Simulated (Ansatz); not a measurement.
WC: a film clamped to a substrate

Level of theory: DFT PBE, scalar-relativistic, plane waves, PAW (Ansatz). Settings: plane waves to 420 eV, k-mesh 24×24×22 (Γ-centred), Gaussian smearing 0.15 eV. Spin–orbit coupling is left out, which matters for the heavy elements here. No spin polarisation. Energies are free energies at this smearing, counted from the undisturbed cell; pressure is positive in compression.

Zero of the scan (relaxed at this level):

```
CELL_PARAMETERS angstrom
2.92177 0.00000 0.00000
-1.46089 2.53033 0.00000
0.00000 0.00000 2.84708
ATOMIC_POSITIONS crystal
W 0.00000 0.00000 0.00000
C 0.66667 0.33333 0.50000
```

The cell (2 atoms, V0 = 21.05 Å³) is strained by p along both x and y and by q along z, fractional coordinates fixed. τp = (1/V0) ∂E/∂p = (σxx + σyy)(1 + p)(1 + q) and τq = (1/V0) ∂E/∂q = σzz(1 + p)², with tension positive.

| p | q | ΔE (meV/atom) | τp (GPa) | τq (GPa) |
| --- | --- | --- | --- | --- |
| 0.000 | 0.000 | 0.00 | -0.24 | 0.16 |
| -0.040 | 0.000 | 109.37 | -87.54 | -15.53 |
| 0.040 | 0.000 | 86.86 | 62.82 | 12.07 |
| 0.000 | -0.040 | 53.55 | -15.47 | -42.78 |
| 0.000 | 0.040 | 45.92 | 11.89 | 33.37 |

Question: Get the second derivatives of the energy density.

Answer: Central differences give A = ∂τp/∂p = 1880 GPa (C11 + C22 + 2 C12), C = ∂τq/∂q = 952 GPa (C33) and the cross term B = ∂τq/∂p = 345 GPa (C13 + C23); ∂τp/∂q = 342 GPa must equal B, and any difference shows higher-order terms. Steps this large leave an error of some per cent of A or C in all of these, which can swamp a small B. The ions are clamped.

Question: A film of this crystal grows with z along the normal on a substrate that imposes p. How does its thickness respond, and what does the misfit cost?

Answer: Count p and q from the stress-free cell. A free surface needs τq = 0, so q = −(B/C) p = -0.36 p. The energy density left is (A − B²/C) p²/2 = M p², with the biaxial modulus M = 877 GPa; a misfit of 1 % costs 5.76 meV/atom, against 6.17 meV/atom if the thickness were held.

At p = 0.080 the energies along q are 405.2 (q = -0.080), 304.2 (q = -0.040), 313.6 (q = 0.000), 407.6 (q = 0.040), 565.8 (q = 0.080) meV/atom.

Question: Does the linear rule hold at this misfit?

Answer: A parabola through the lowest point and its neighbours has its minimum at q = -0.023, 294.7 meV/atom. With the stress left in the starting cell, τp0 and τq0, linear elasticity gives q = −(τq0 + Bp)/C = -0.029 and E = V0(τp0 p + τq0 q + Ap²/2 + Bpq + Cq²/2)/N = 367.2 meV/atom. The energies differ by more than a tenth, so the quadratic law fails here: the gap holds the anharmonic part, with some error from the wide steps. Cubic terms also shift the vertex of so wide a parabola.

In a metal these slopes depend on the k mesh and the smearing.

The film resists in-plane strain strongly, and its thickness follows only weakly: letting it relax lowers the cost of a 1 % misfit merely from 6.17 to 5.76 meV/atom. This fits the bonding in WC, where directional W 5d-C 2p bonds, with W-W bonding in addition, resist changes of bond angle as well as of length, so that stretching the plane draws in the normal only a little.

Along both strain paths compression costs more than equal tension, as expected when short-range repulsion steepens while the stretched bonds soften. The same softening explains why the quadratic law overestimates the energy at the large tensile misfit, 367.2 against 294.7 meV/atom; under comparable compression it would probably err the other way. Clamping the ions does no harm here, since both atoms sit on sites fixed by the hexagonal symmetry, which these strains preserve. The energies describe a coherent, defect-free film and don't show whether misfit dislocations would relieve the strain first.
